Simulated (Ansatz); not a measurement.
MnAs under compression and expansion

```
CELL_PARAMETERS angstrom
0.00000 2.58299 2.58299
2.58299 0.00000 2.58299
2.58299 2.58299 0.00000
ATOMIC_POSITIONS crystal
Mn 0.00000 0.00000 0.00000
As 0.50000 0.50000 0.50000
```

The cell was built from the rocksalt type and relaxed in the same program, and has space group Fm-3m; it needn't be a known or the stable phase.

Other magnetic orders may lie lower; this is the state that the run reached.

All numbers are computed: DFT, PBE, all-electron LAPW, scalar-relativistic (Ansatz 0.2.0); DFT, PBE, PAW with Ansatz's default frozen-core files, scalar-relativistic (Ansatz 0.2.0).

For LAPW: a Γ-centred 12×12×12 k mesh, Fermi–Dirac smearing of 0.08 eV, basis error target 1 meV/atom, spin-polarised from start moments Mn1 4 μB. PAW takes a cutoff of 420 eV at this cell. The Ansatz runs share mesh, smearing and spin set-up. Plane-wave (PAW) pressures include the program's estimate of the Pulay term.

The cell above is scaled evenly, with fractional coordinates and shape held.

```tsv
V/V(cell)	V (Å³/atom)	P, LAPW (GPa)	P, PAW (GPa)	moment, LAPW (μB)
0.9500	16.372	4.19	4.17	3.55
0.9750	16.802	2.00	1.98	3.62
1.0000	17.233	0.02	0.00	3.69
1.0250	17.664	-1.75	-1.76	3.74
1.0500	18.095	-3.33	-3.34	3.79
```

(1) What do Birch–Murnaghan fits to the pressures give?

Results:

(1) LAPW: V0 = 17.24 Å³/atom, B0 = 74 GPa, B0′ = 3.4; PAW: V0 = 17.23 Å³/atom, B0 = 74 GPa, B0′ = 3.4.
